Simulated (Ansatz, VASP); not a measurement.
One calculation of W, two programs

```
CELL_PARAMETERS angstrom
-1.58234 1.58234 1.58234
1.58234 -1.58234 1.58234
1.58234 1.58234 -1.58234
ATOMIC_POSITIONS crystal
W 0.00000 0.00000 0.00000
```

Alike in both runs: functional RPBE; k mesh 12 × 12 × 12; occupations fermi-dirac, width 0.05 eV; no spin polarisation.

|  | VASP | Ansatz |
| --- | --- | --- |
| version | VASP 6.6.1 | Ansatz 0.2.0 |
| potentials or method | VASP PAW PBE potentials, release 64 (W_sv), cutoff 520 eV | all-electron LAPW, scalar-relativistic |
| task | single point | band structure |

VASP gave:

* gap on the k mesh at the Fermi level (eV): none
* pressure (GPa): 10.3

What did Ansatz give for the same quantities?

gap on the k mesh at the Fermi level (eV): none; pressure (GPa): 9.8.

A gap of «none» marks a metal or a gap that the smearing closes. Ansatz ran all-electron here, so the differences hold the error of VASP's frozen core and of both bases.

Caveats: the PAW data sets were made with another functional, which shifts forces and pressure a little (VASP); spin-orbit coupling is left out, which moves the levels of the heavy elements (Ansatz). Spin-orbit coupling is left out, which matters for the levels of W.
